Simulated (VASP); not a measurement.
# Ni (Fm-3m) in VASP: a series of runs, part 2 of 2

VASP 6.6.1. Earlier steps stand in the parts before.

## (5) Relaxation of cell and atoms, PBE+D3(BJ), collinear spin, ferromagnetic start

INCAR

```
  PREC = Accurate
  ENCUT = 600
  EDIFF = 1E-7
  ISMEAR = 0
  SIGMA = 0.1
  LREAL = False
  LASPH = True
  NELM = 100
  ALGO = Normal
  ISIF = 3
  LWAVE = False
  LCHARG = False
  ISPIN = 2
  MAGMOM = 1
  LORBIT = 11
  LMAXMIX = 4
  GGA = PE
  IVDW = 12
  IBRION = 2
  NSW = 90
  EDIFFG = -0.005
```

KPOINTS

```
Automatic mesh
0
Gamma
  20 20 20
```

POSCAR

```
Ni
1.0
    0.0000000000      1.7756500000      1.7756500000
    1.7756500000      0.0000000000      1.7756500000
    1.7756500000      1.7756500000      0.0000000000
Ni
1
Direct
    0.0000000000      0.0000000000      0.0000000000
```

Potentials or basis: VASP PAW PBE potentials, release 64 (Ni).

Command:

```
$ cat potpaw_PBE.64/Ni/POTCAR > POTCAR
$ mpirun -np 1 vasp_std > vasp.out
```

OUTCAR:

```text
PREC = Accurate
   ENCUT = 600
   EDIFF = 1E-7
   ISMEAR = 0
   LREAL = False
   LASPH = True
   NELM = 100
   ISIF = 3
   ISPIN = 2
   LORBIT = 11
   GGA = PE
   IVDW = 12
   IBRION = 2
   NSW = 90
   EDIFFG = -0.005
 IVDW          = 12

 ion  position               nearest neighbor table
   1  0.000  0.000  0.000-

  LATTYP: Found a face centered cubic cell.
 ALAT       =     3.5513000000

  Lattice vectors:

 A1 = (   0.0000000000,   1.7756500000,   1.7756500000)
 A2 = (   1.7756500000,   0.0000000000,   1.7756500000)
 A3 = (   1.7756500000,   1.7756500000,   0.0000000000)

Analysis of symmetry for initial positions (statically):
=====================================================================
 Subroutine PRICEL returns:
 Original cell was already a primitive cell.

 Routine SETGRP: Setting up the symmetry group for a
 face centered cubic supercell.

 Subroutine GETGRP returns: Found 48 space group operations
 (whereof 48 operations were pure point group operations)
 out of a pool of 48 trial point group operations.

The static configuration has the point symmetry O_h .

Analysis of symmetry for dynamics (positions and initial velocities):
=====================================================================
 Subroutine PRICEL returns:
 Original cell was already a primitive cell.

 Routine SETGRP: Setting up the symmetry group for a
 face centered cubic supercell.

 Subroutine GETGRP returns: Found 48 space group operations
 (whereof 48 operations were pure point group operations)
 out of a pool of 48 trial point group operations.

The dynamic configuration has the point symmetry O_h .

Analysis of structural, dynamic, and magnetic symmetry:
=====================================================================
 Subroutine PRICEL returns:
 Original cell was already a primitive cell.

 Routine SETGRP: Setting up the symmetry group for a
 face centered cubic supercell.

 Subroutine GETGRP returns: Found 48 space group operations
 (whereof 48 operations were pure point group operations)
 out of a pool of 48 trial point group operations.

The overall configuration has the point symmetry O_h .

 Subroutine INISYM returns: Found 48 space group operations
 (whereof 48 operations are pure point group operations),
 and found     1 'primitive' translations

----------------------------------------------------------------------------------------

                                     Primitive cell

  volume of cell :      11.1970

  direct lattice vectors                    reciprocal lattice vectors
     0.000000000  1.775650000  1.775650000    -0.281587024  0.281587024  0.281587024
     1.775650000  0.000000000  1.775650000     0.281587024 -0.281587024  0.281587024
     1.775650000  1.775650000  0.000000000     0.281587024  0.281587024 -0.281587024

  length of vectors
     2.511148312  2.511148312  2.511148312     0.487723033  0.487723033  0.487723033

  position of ions in fractional coordinates (direct lattice)
     0.000000000  0.000000000  0.000000000

  ion indices of the primitive-cell ions
   primitive index   ion index
                 1           1

----------------------------------------------------------------------------------------

 KPOINTS: Automatic mesh

[... 47 lines left out ...]
 -0.350000  0.050000  0.000000     24.000000
 [... further k-points ...]
   k-points           NKPTS =    256   k-points in BZ     NKDIM =    256   number of bands    NBANDS=     10
   number of dos      NEDOS =    301   number of ions     NIONS =      1
   total plane-waves  NPLWV =   8000
   dimension x,y,z NGX =    20 NGY =   20 NGZ =   20
   dimension x,y,z NGXF=    40 NGYF=   40 NGZF=   40
   ions per type =               1
   NGX,Y,Z   is equivalent  to a cutoff of  13.24, 13.24, 13.24 a.u.
   NGXF,Y,Z  is equivalent  to a cutoff of  26.48, 26.48, 26.48 a.u.
 SYSTEM =  unknown system
   PREC   = accura    normal or accurate (medium, high low for compatibility)
   ISTART =      0    job   : 0-new  1-cont  2-samecut
   ICHARG =      2    charge: 1-file 2-atom 10-const
   ISPIN  =      2    spin polarized calculation?
   LNONCOLLINEAR =      F non collinear calculations
   LSORBIT =      F    spin-orbit coupling
   LASPH  =      T    aspherical Exc in radial PAW
   ENCUT  =  600.0 eV  44.10 Ry    6.64 a.u.   5.02  5.02  5.02*2*pi/ulx,y,z
   NELM   =    100;   NELMIN=  2; NELMDL= -5     # of ELM steps
   EDIFF  = 0.1E-06   stopping-criterion for ELM
   LREAL  =      F    real-space projection
   EDIFFG = -.5E-02   stopping-criterion for IOM
   NSW    =     90    number of steps for IOM
   IBRION =      2    ionic relax: 0-MD 1-quasi-New 2-CG
   NFREE  =      1    steps in history (QN), initial steepest desc. (CG)
   ISIF   =      3    stress and relaxation
   ISYM   =      2    0-nonsym 1-usesym 2-fastsym
   POTIM  = 0.5000    time-step for ionic-motion
   TEBEG  =    0.0;   TEEND  =   0.0 temperature during run
   PSTRESS=    0.0 pullay stress
   NELECT =      10.0000    total number of electrons
   NUPDOWN=      -1.0000    fix difference up-down
   EMIN   =  10.00;   EMAX   =-10.00  energy-range for DOS
   EFERMI =   0.00;   METHOD = LEGACY
   ISMEAR =     0;   SIGMA  =   0.10  broadening in eV -4-tet -1-fermi 0-gaus
   EFERMI_NEDOS =   21; number of points for ismear=-14 and -15
   IALGO  =     38    algorithm
   IMIX   =      4    mixing-type and parameters
     AMIX     =   0.40;   BMIX     =  1.00
     AMIX_MAG =   1.60;   BMIX_MAG =  1.00
  volume/ion in A,a.u.               =      11.20        75.56
  Fermi-wavevector in a.u.,A,eV,Ry     =   1.576549  2.979246 33.817371  2.485507
  Thomas-Fermi vector in A             =   2.677365
   LORBIT       =     11    0 simple, 1 ext, 2 COOP (PROOUT), +10 PAW based schemes
   GGA     = PE    functional components
   LHFCALC =     F    Hartree Fock is set to
   AEXX    =    0.0000 exact exchange contribution
   IVDW    =    12    specifies the selected vdW correction
   LEPSILON=     F    determine dielectric tensor
   LRPA    =     F    only Hartree local field effects (RPA)
 conjugate gradient relaxation of ions
 spin polarized calculation
 Gauss-broadening in eV      SIGMA  =   0.10
  energy-cutoff  :      600.00
  volume of cell :       11.20
 maximum number of plane-waves:       388
   NGX =  9   NGY =  9   NGZ =  9

--------------------------------------- Ionic step        1  -------------------------------------------

 number of electron      10.0000007 magnetization       0.6325099

 Free energy of the ion-electron system (eV)
  ---------------------------------------------------
  ext. energy  EPLUGINS =         0.00000000
  ---------------------------------------------------
  free energy    TOTEN  =        -5.46971633 eV

  energy without entropy =       -5.46065732  energy(sigma->0) =       -5.46518682

------------------------ aborting loop because EDIFF is reached ----------------------------------------

 Edisp (eV)   -0.44957

 E8    (eV) :    -0.1942
[... 30 lines left out ...]
--------------------------------------- Ionic step        2  -------------------------------------------

 number of electron       9.9999996 magnetization       0.6149586

 E-fermi :  10.7334     XC(G=0): -13.8036

 val. band max:       10.7308799333   @ k =   0.4500   0.1500   0.0500
 cond. band min:      10.7336729888   @ k =  -0.2500   0.1000   0.0000
 fundamental gap:      0.0027930555
 Fermi energy:        10.7334401629

 spin component 1

 k-point     1 :       0.0000    0.0000    0.0000
  band No.  band energies     occupation
      1       1.0683      1.00000
      2       8.0566      1.00000
      3       8.0566      1.00000
      4       8.0566      1.00000
      5       9.3905      1.00000
      6       9.3905      1.00000
      7      35.2282      0.00000
      8      39.8145      0.00000
      9      39.8145      0.00000
     10      39.8145      0.00000
[... 653 lines left out ...]
--------------------------------------- Ionic step        3  -------------------------------------------

 number of electron      10.0000000 magnetization       0.6233636

 Free energy of the ion-electron system (eV)
  ---------------------------------------------------
  ext. energy  EPLUGINS =         0.00000000
  ---------------------------------------------------
  free energy    TOTEN  =        -5.46677876 eV

  energy without entropy =       -5.45836525  energy(sigma->0) =       -5.46257200

 E-fermi :   9.8722     XC(G=0): -13.4597

 val. band max:        9.8705773382   @ k =   0.4000   0.0000   0.0000
 cond. band min:       9.8732996118   @ k =  -0.2500   0.1000   0.0000
 fundamental gap:      0.0027222736
 Fermi energy:         9.8722174365

 spin component 1

 k-point     1 :       0.0000    0.0000    0.0000
  band No.  band energies     occupation
      1       0.6193      1.00000
      2       7.3475      1.00000
      3       7.3475      1.00000
      4       7.3475      1.00000
      5       8.5820      1.00000
      6       8.5820      1.00000
      7      33.8876      0.00000
      8      38.0186      0.00000
      9      38.0186      0.00000
     10      38.0186      0.00000
[... 647 lines left out ...]
  FREE ENERGIE OF THE ION-ELECTRON SYSTEM (eV)
  ---------------------------------------------------
  free  energy   TOTEN  =        -5.9461686227 eV

  energy  without entropy=       -5.9377551098  energy(sigma->0) =       -5.94196187

 reached required accuracy - stopping structural energy minimisation

 total charge

# of ion       s       p       d       tot
------------------------------------------
    1        0.513   0.529   8.331   9.373

 magnetization (x)

# of ion       s       p       d       tot
------------------------------------------
    1       -0.006  -0.025   0.664   0.632
```

CONTCAR:

```text
Ni
   1.00000000000000
    -0.0000000000000000    1.7386845650237512    1.7386845650237512
     1.7386845650237512    0.0000000000000000    1.7386845650237512
     1.7386845650237512    1.7386845650237512    0.0000000000000000
  Ni
     1
Direct
     0.0000000000000000    0.0000000000000000    0.0000000000000000

  0.00000000E+00  0.00000000E+00  0.00000000E+00
```

It took 97 s on 1 thread of AMD EPYC 9R14 (Zen 4), shared host; peak memory 0.16 GiB.

What came out:

```yaml
Free_energy: -5.9462 eV
Relaxed_volume: 10.51 Å³/atom
Relaxed_cell: a = 2.459 Å, b = 2.459 Å, c = 2.459 Å, α = 60.00°, β = 60.00°, γ = 60.00°
Space_group_after_relaxing_to_0.05_Å: Fm-3m (No. 225)
Energy_gained_by_relaxing: 26.9 meV/atom
Ionic_steps: 3
Pressure_after_relaxing: -0.1 GPa
Band_gap_on_the_k_mesh: none (metal or under the smearing width)
Net_moment: 0.62 μB per cell
Site_moments: Ni +0.63 μB
Valence_electrons_inside_the_program's_atomic_spheres: Ni 9.37
Dispersion_energy_per_atom: -0.479 eV
```

Step by step:
| step | energy change (eV) | largest force (eV/Å) | pressure (GPa) | volume (Å³) |
| --- | --- | --- | --- | --- |
| 1 | 0.0000 | 0.0000 | -11.64 | 11.20 |
| 2 | -0.0028 | 0.0000 | 14.15 | 9.93 |
| 3 | -0.0269 | 0.0000 | -0.06 | 10.51 |

Final structure:
```
CELL_PARAMETERS angstrom
0.00000 1.73868 1.73868
1.73868 0.00000 1.73868
1.73868 1.73868 0.00000
ATOMIC_POSITIONS crystal
Ni 0.00000 0.00000 0.00000
```

Caveat: pairwise dispersion overbinds metals, which lowers pressure and volume.

## (6) Relaxation of cell and atoms, PBEsol, collinear spin, ferromagnetic start

INCAR: that of step 5 with these lines changed.

```diff
@@ -1,3 +1,3 @@
   PREC = Accurate
-  ENCUT = 600
+  ENCUT = 300
   EDIFF = 1E-7
@@ -16,4 +16,3 @@
   LMAXMIX = 4
-  GGA = PE
-  IVDW = 12
+  GGA = PS
   IBRION = 2
```

KPOINTS is that of step 5.

POSCAR is that of step 5.

Potentials or basis: VASP PAW PBE potentials, release 64 (Ni).

Command:

```
$ cat potpaw_PBE.64/Ni/POTCAR > POTCAR
$ mpirun -np 1 vasp_std > vasp.out
```

It took 62 s on 1 thread of AMD EPYC 9R14 (Zen 4), shared host; peak memory 0.11 GiB.

The run converged, but some of its settings lie outside the range that counts as converged, so its numbers aren't taken as properties of the crystal.

Results:

- Free energy: -6.1515 eV
- Relaxed volume: 10.37 Å³/atom
- Relaxed cell: a = 2.448 Å, b = 2.448 Å, c = 2.448 Å, α = 60.00°, β = 60.00°, γ = 60.00°
- Space group after relaxing (to 0.05 Å): Fm-3m (No. 225)
- Energy gained by relaxing: 40.4 meV/atom
- Ionic steps: 6
- Band gap on the k mesh: none (metal or under the smearing width)
- Net moment: 0.62 μB per cell
- Site moments: Ni +0.63 μB
- Valence electrons inside the program's atomic spheres: Ni 9.39

Caveat: the cutoff is under 1.25 times the usual one of these potentials, so pressure, stress and relaxed cells hold a basis-set (Pulay) error; the PAW data sets were made with another functional, which shifts forces and pressure a little.

## (7) Summary

```csv
level,potentials or basis,gap on the mesh (eV),pressure (GPa),moment (μB),relaxed volume (Å³/atom)
PBEsol,"VASP PAW PBE potentials, release 64 (Ni)",none,0.0,0.62,10.38
LDA,"VASP PAW LDA potentials, release 64 (Ni)",none,-0.1,0.60,10.03
PBE,"VASP PAW PBE potentials, release 64 (Ni)",none,0.0,0.63,10.88
PBE+D3(BJ),"VASP PAW PBE potentials, release 64 (Ni)",none,-0.1,0.62,10.51
```

Alike in all rows: task relaxation of cell and atoms; spin collinear, ferromagnetic start; cell relaxed; k mesh 20 × 20 × 20; cutoff (eV) 600; smearing gaussian 0.1 eV.

Caveats: the PAW data sets were made with another functional, which shifts forces and pressure a little (some runs); the volume moved by -10 % from the deposited cell, more than functionals usually miss (some runs); pairwise dispersion overbinds metals, which lowers pressure and volume (some runs).

Absolute energies hang on the potentials; compare differences alone.
